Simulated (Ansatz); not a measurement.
The system is Ba.

```
Ba
1.0
    -2.50650    2.50650    2.50650
     2.50650   -2.50650    2.50650
     2.50650    2.50650   -2.50650
Ba
1
Direct
  0.00000 0.00000 0.00000
```

| Item | Value |
| --- | --- |
| Program | Ansatz 0.2.0 |
| Task | relaxation of cell and atoms |
| Functional | PBEsol |
| Dispersion | D3(BJ)-ATM |
| Potentials or basis | Ansatz PAW |
| Cutoff | 420 eV (not typed: the program's choice for these potentials) |
| k mesh | 8 × 8 × 8 |
| Occupations | fermi-dirac, width 0.05 eV |
| Spin | no spin polarisation |

At the start: volume 62.99 Å³/atom.

Problem. How do energy, volume and symmetry change on relaxing?

Solution. It ends after 5 steps and the volume is 53.36 Å³/atom (-15.3 %); space group Im-3m (No. 229, to 0.05 Å).

The path:
```
step  energy change (eV)  largest force (eV/Å)  volume (Å³)
   1              0.0000                0.0000        62.99
   2             -0.0186                0.0000        60.58
   3             -0.0450                0.0000        52.03
   4             -0.0459                0.0000        53.36
   5             -0.0458                0.0000        53.36
```

Final structure:
```
CELL_PARAMETERS angstrom
-2.37170 2.37170 2.37170
2.37170 -2.37170 2.37170
2.37170 2.37170 -2.37170
ATOMIC_POSITIONS crystal
Ba 0.00000 0.00000 0.00000
```

Caveat: the volume moved by over 15 % at a fixed basis, so the end points are rough; the plane-wave basis is chosen anew once the cell has moved, so the energies of steps on either side of that aren't comparable; pairwise dispersion overbinds metals, which lowers pressure and volume; the PAW data sets come from PBE, with cores solved anew for the run's functional, which leaves a small shift of forces and pressure.
